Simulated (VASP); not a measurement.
# ZrB2: relaxation of cell and atoms with PBE

ZrB2:

```
Zr B
1.0
     3.17090    0.00000    0.00000
    -1.58545    2.74608    0.00000
     0.00000    0.00000    3.54479
Zr B
1 2
Direct
  0.00000 0.00000 0.00000
  0.33333 0.66667 0.50000
  0.66667 0.33333 0.50000
```

* Program: VASP 6.6.1
* Task: relaxation of cell and atoms
* Functional: PBE
* Potentials or basis: VASP PAW PBE potentials, release 64 (Zr_sv, B)
* Cutoff: 520 eV
* k mesh: 13 × 13 × 10
* Occupations: gaussian, width 0.1 eV
* Spin: no spin polarisation
* Further INCAR settings: ALGO = Normal; EDIFF = 1e-07; IBRION = 2; POTIM = 0.3; EDIFFG = -0.005; NSW = 60; ISIF = 3

| Quantity | Value |
| --- | --- |
| Pressure after relaxing | 0.0 GPa |
| Band gap on the k mesh | none (metal or under the smearing width) |

Final structure:
```
Zr B
1.0
     3.17090    0.00000    0.00000
    -1.58545    2.74608    0.00000
     0.00000    0.00000    3.54479
Zr B
1 2
Cartesian
  0.0000 0.0000 0.0000
  0.0000 1.8307 1.7724
  1.5855 0.9154 1.7724
```

Levels at points of the mesh, in eV from the Fermi level:
| k point | band 5 | band 6 | band 7 | band 8 | band 9 | band 10 | band 11 | band 12 | band 13 |
| --- | --- | --- | --- | --- | --- | --- | --- | --- | --- |
| (0.00, 0.00, 0.00) | -12.82 | -2.70 | -2.70 | -2.69 | -2.48 | 3.28 | 3.28 | 4.03 | 4.03 |
| (0.00, 0.00, 0.50) | -10.82 | -7.05 | -1.05 | -1.05 | 0.25 | 0.25 | 0.67 | 0.67 | 1.67 |

It took 26 s on 1 thread of Intel(R) Xeon(R) Platinum 8375C CPU @ 2.90GHz (Ice Lake) (shared host), peak memory 0.18 GiB.

Caveat: the relaxation stopped at its first step, so nothing moved.
